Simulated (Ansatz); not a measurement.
Base system: InN in the wurtzite structure (space group P6_3mc, No. 186; a = 3.581 Å, c = 5.788 Å). Axes: x lies along a and z along c of the hexagonal cell.

Level of theory: PBE (Ansatz, a program for electronic structure), without spin-orbit coupling.

Base values:

The shortest interatomic distance is 2.183 Å. The pressure comes out as 0.0 GPa and the band gap is zero.

One thing is altered: the cell is stretched by 1.02 % along z with no lateral relaxation, atoms relaxed at fixed cell.

**Question.** Predict the new shortest interatomic distance.

**Answer.** The shortest interatomic distance grows by 0.006 Å to 2.189 Å.

**Question.** Estimate the effect on the energy relative to the base.

**Answer.** The energy goes up by 1.1 meV/atom.

**Question.** How does this affect the pressure?

**Answer.** The pressure (mean of the normal stresses, compression positive) goes from zero to -1.2 GPa.

**Question.** Estimate the effect on the band gap.

**Answer.** The band gap stays zero.

A case with no gap was solved on a k-mesh chosen for an insulator, which is coarse for it. The cells carry an imposed strain or load. No phonon test of stability was made. All final runs are without spin polarisation. A zero or small gap of InN can be the functional's error rather than a property of the material.
